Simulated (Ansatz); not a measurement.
Si2Ni: band structure with RPBE

Crystal: Si2Ni.

```
CELL_PARAMETERS angstrom
0.00000 2.70300 2.70300
2.70300 0.00000 2.70300
2.70300 2.70300 0.00000
ATOMIC_POSITIONS crystal
Ni 0.00000 0.00000 0.00000
Si 0.75000 0.75000 0.75000
Si 0.25000 0.25000 0.25000
```

```yaml
Program: Ansatz 0.2.0
Task: band structure
Functional: RPBE
Potentials_or_basis: Ansatz PAW
Cutoff: "420 eV (not typed: the program's choice for these potentials)"
k_mesh: 9 × 9 × 9
Occupations: fermi-dirac, width 0.05 eV
Spin: collinear spin, ferromagnetic start
Starting_moments: "[1.0, 0.0, 0.0] μB"
Path: "[[\"G\", \"X\", \"W\", \"K\", \"G\", \"L\", \"U\", \"W\", \"L\", \"K\"], [\"U\", \"X\"]]"
Points_for_each_segment_of_the_path: 14
```

- Pressure: 6.5 GPa
- Band gap on the k mesh: none (metal or under the smearing width)
- Net moment: 0.00 μB per cell
- Absolute moment: 0.00 μB per cell

Levels at the corners of the path, in eV from the Fermi level:
Spin up:
```csv
point,band 10,band 11,band 12,band 13,band 14,band 15,band 16,band 17
Γ,-3.54,-0.26,1.68,1.68,1.68,2.20,2.20,2.20
X,-3.62,-3.62,-3.48,-3.13,-0.41,1.39,7.64,8.31
W,-3.76,-3.62,-3.20,-2.46,2.19,2.19,4.64,5.20
K,-3.82,-3.44,-2.94,-2.67,0.20,3.62,4.64,6.37
Γ,-3.54,-0.26,1.68,1.68,1.68,2.20,2.20,2.20
L,-3.35,-3.35,-1.52,-1.52,1.78,1.78,1.79,2.61
U,-3.82,-3.44,-2.94,-2.67,0.20,3.62,4.64,6.37
W,-3.76,-3.62,-3.20,-2.46,2.19,2.19,4.64,5.20
L,-3.35,-3.35,-1.52,-1.52,1.78,1.78,1.79,2.61
K,-3.82,-3.44,-2.94,-2.67,0.20,3.62,4.64,6.37
U,-3.82,-3.44,-2.94,-2.67,0.20,3.62,4.64,6.37
X,-3.62,-3.62,-3.48,-3.13,-0.41,1.39,7.64,8.31
```
Spin down:
```csv
point,band 10,band 11,band 12,band 13,band 14,band 15,band 16,band 17
Γ,-3.54,-0.26,1.68,1.68,1.68,2.20,2.20,2.20
X,-3.62,-3.62,-3.48,-3.13,-0.41,1.39,7.64,8.31
W,-3.76,-3.62,-3.20,-2.46,2.19,2.19,4.64,5.20
K,-3.82,-3.44,-2.94,-2.67,0.20,3.62,4.64,6.37
Γ,-3.54,-0.26,1.68,1.68,1.68,2.20,2.20,2.20
L,-3.35,-3.35,-1.52,-1.52,1.78,1.78,1.79,2.61
U,-3.82,-3.44,-2.94,-2.67,0.20,3.62,4.64,6.37
W,-3.76,-3.62,-3.20,-2.46,2.19,2.19,4.64,5.20
L,-3.35,-3.35,-1.52,-1.52,1.78,1.78,1.79,2.61
K,-3.82,-3.44,-2.94,-2.67,0.20,3.62,4.64,6.37
U,-3.82,-3.44,-2.94,-2.67,0.20,3.62,4.64,6.37
X,-3.62,-3.62,-3.48,-3.13,-0.41,1.39,7.64,8.31
```

It took 6.4 s on 2 threads of Arm Neoverse V1 (shared host), peak memory 0.35 GiB.

Caveat: the PAW data sets come from PBE, with cores solved anew for the run's functional, which leaves a small shift of forces and pressure; the starting moments weren't kept.
